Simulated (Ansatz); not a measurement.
Wanted: the native input for an Ansatz 0.2.0 run.

```yaml
Task: relaxation of cell and atoms
Functional: revPBE
Potentials_or_basis: Ansatz PAW
Cutoff: "420 eV (not typed: the program's choice for these potentials)"
k_mesh: 12 × 12 × 12
Occupations: fermi-dirac, width 0.05 eV
Spin: no spin polarisation
```

Crystal: TiSi2.

```
CELL_PARAMETERS angstrom
-1.47287 1.71213 4.21208
1.47287 -1.71213 4.21208
1.47287 1.71213 -4.21208
ATOMIC_POSITIONS crystal
Ti 0.00000 0.00000 0.00000
Si 0.67008 0.67008 0.00000
Si 0.32992 0.32992 0.00000
```

The cell comes from a database or a generator and needn't be the stable form of this composition.

The input as run:

input.yaml

```yaml
crystal:
  lattice:
    - [-1.472872, 1.71213, 4.212083]
    - [1.472872, -1.71213, 4.212083]
    - [1.472872, 1.71213, -4.212083]
  atoms:
    - { symbol: Ti, position: [0.0, 0.0, 0.0] }
    - { symbol: Si, position: [0.670078, 0.670078, 0.0] }
    - { symbol: Si, position: [0.329922, 0.329922, 0.0] }
hamiltonian:
  xc: revpbe
  pseudopotentials: { kind: paw }
kpoints:
  mp_grid: { grid: [12, 12, 12] }
scf:
  occupations: { method: fermi_dirac, width: 0.05 }
output:
  forces: true
  stress: true
  eigenvalues: true
relax:
  f_tol: 0.01
  max_steps: 40
  cell: { stress_tol: 0.05 }
```

Potentials or basis: Ansatz PAW.

Command:

```bash
$ ansatz run input.yaml --threads 2 --pin off --max-ram 5632MiB --backend cpu --events-out ev --progress --plain --runs-dir out
```

Results of the run:

```yaml
Relaxed_volume: 14.39 Å³/atom
Relaxed_cell: a = 4.795 Å, b = 4.795 Å, c = 4.795 Å, α = 143.87°, β = 137.99°, γ = 56.59°
Space_group_after_relaxing_to_0.05_Å: Immm (No. 71)
Energy_gained_by_relaxing: 1.6 meV/atom
Ionic_steps: 5
Pressure_after_relaxing: 0.0 GPa
Band_gap_on_the_k_mesh: none (metal or under the smearing width)
```

Caveat: the plane-wave basis is chosen anew once the cell has moved, so the energies of steps on either side of that aren't comparable; the PAW data sets come from PBE, with cores solved anew for the run's functional, which leaves a small shift of forces and pressure.

Wall time 26 s on 2 threads of Intel(R) Xeon(R) Platinum 8259CL CPU @ 2.50GHz (Skylake/Cascade Lake), on a shared host, peak memory 0.53 GiB.
